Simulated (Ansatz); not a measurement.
A trace of molecular dynamics of a periodic cell of 17 atoms, Ba₁₆H (host Ba, host structure bcc, interstitial H).

Theory: DFT PBE, scalar-relativistic, plane waves, PAW in Ansatz. Settings: accuracy low, cutoff 420 eV, k mesh 1x1x1, fermi-dirac smearing 0.15 eV, no spin polarisation.

```
ensemble        : NVT, Nosé–Hoover chain
set temperature : 840 K
thermostat      : time constant 100 fs, chain length 1
seed            : 347998
```

| time (fs) | T (K) | potential energy less start (eV) | conserved less start (meV/atom) |
| --- | --- | --- | --- |
| 0 | 840 | 0.000 | 0.00 |
| 6 | 808 | 0.066 | 0.00 |
| 12 | 774 | 0.137 | 0.01 |
| 18 | 776 | 0.135 | 0.01 |
| 24 | 796 | 0.095 | 0.00 |
| 30 | 797 | 0.096 | 0.00 |
| 36 | 746 | 0.206 | 0.00 |
| 42 | 699 | 0.307 | 0.01 |
| 48 | 701 | 0.308 | 0.00 |
| 54 | 716 | 0.286 | 0.00 |
| 60 | 692 | 0.345 | 0.00 |
| 66 | 635 | 0.472 | 0.01 |
| 72 | 597 | 0.563 | 0.01 |
| 78 | 596 | 0.580 | 0.01 |
| 84 | 607 | 0.574 | 0.00 |
| 90 | 585 | 0.639 | 0.00 |
| 96 | 560 | 0.712 | 0.00 |
| 102 | 527 | 0.802 | 0.01 |
| 108 | 524 | 0.833 | 0.01 |
| 114 | 556 | 0.796 | 0.00 |
| 120 | 534 | 0.873 | 0.00 |
| 126 | 497 | 0.982 | 0.01 |
| 132 | 488 | 1.036 | 0.01 |
| 138 | 496 | 1.056 | 0.01 |
| 144 | 515 | 1.058 | 0.01 |
| 150 | 552 | 1.027 | 0.01 |

Is this trajectory sound?

The conserved energy stayed within 0.0092 meV per atom of its start (net change 0.0057 meV per atom), so the integration is sound. The mean temperature of the second half is 36 % below the set value. A run of 0.15 ps of so small a system gives no equilibrium averages. Limits of this set-up: coarse k mesh, odd electron count without spin, a small cell, in which the defect meets its images, a typed lattice constant that wasn't relaxed here, low accuracy level. The time step was 0.5 fs.

Run time: 9.5 min on 2 threads of Intel(R) Xeon(R) Platinum 8375C CPU @ 2.90GHz (Ice Lake), on a shared host, peak memory 0.92 GiB.
